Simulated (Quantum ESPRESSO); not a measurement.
Ni under changes of volume

One of the cells (10.492 Å³/atom); the others are scaled copies at fixed shape and fractional positions:

```
Ni
1.0
     0.00000    1.73757    1.73757
     1.73757    0.00000    1.73757
     1.73757    1.73757    0.00000
Ni
1
Direct
  0.00000 0.00000 0.00000
```

* Program: Quantum ESPRESSO 7.5
* Functional: LDA
* Potentials or basis: GBRV 1.5 LDA
* Cutoff: 612 eV
* Density cutoff: 4898 eV
* k mesh: 13 × 13 × 13
* Occupations: fermi-dirac, width 0.05 eV
* Spin: collinear spin, ferromagnetic start
* Starting moments: [1.0] μB

| volume (Å³/atom) | energy over the lowest point (meV/atom) | pressure (GPa) |
| --- | --- | --- |
| 9.862 | 2.58 | 4.6 |
| 10.072 | 0.00 | -1.0 |
| 10.282 | ? | ? |
| 10.492 | 14.82 | -10.4 |
| 10.702 | 30.67 | -14.3 |
| 10.912 | 51.29 | -17.6 |
| 11.122 | 76.06 | -20.7 |

**Question.** What does the run at 10.282 Å³/atom give?

**Answer.** Energy over the lowest point 4.36 meV/atom; pressure -6.0 GPa.

Worked out: A Birch-Murnaghan fit of order 3 (a polynomial in V^(-2/3)) to the other rows has its minimum at 10.04 Å³/atom with B0 = V·E''(V) = 257 GPa and B' = 5.0. It gives 4.35 meV/atom at 10.282 Å³/atom, against the run's 4.36, and -dE/dV = -5.8 GPa, against -6.0.

Energies are extrapolated to zero smearing.
